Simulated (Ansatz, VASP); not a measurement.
**Two plane-wave programs on Si**

```
CELL_PARAMETERS angstrom
0.00000 2.71681 2.71681
2.71681 0.00000 2.71681
2.71681 2.71681 0.00000
ATOMIC_POSITIONS crystal
Si 0.75000 0.75000 0.75000
Si 0.50000 0.50000 0.50000
```

Alike in both runs: functional PBEsol; k mesh 12 × 12 × 12; no spin polarisation.

Ansatz relaxed the structure, and its values are those at the end. VASP's run is a single point on that final structure, the one shown.

```csv
,VASP,Ansatz
version,VASP 6.6.1,Ansatz 0.2.0
potentials or method,"VASP PAW PBE potentials, release 64 (Si)","scalar-relativistic, plane waves, PAW"
plane-wave cutoff (eV),520,420
occupations,"gaussian, width 0.01 eV",fixed
valence electrons in the cell,8,8
```

|  | VASP | Ansatz | Ansatz less VASP |
| --- | --- | --- | --- |
| gap on the k mesh at the Fermi level (eV) | 0.46 | 0.46 | +0.005 |
| least direct gap on the mesh (eV) | 2.52 | 2.52 | +0.003 |
| pressure (GPa) | 0.1 | 0.0 | -0.11 |

Caveats: the PAW data sets were made with another functional, which shifts forces and pressure a little (VASP). A k mesh can miss the band edges.
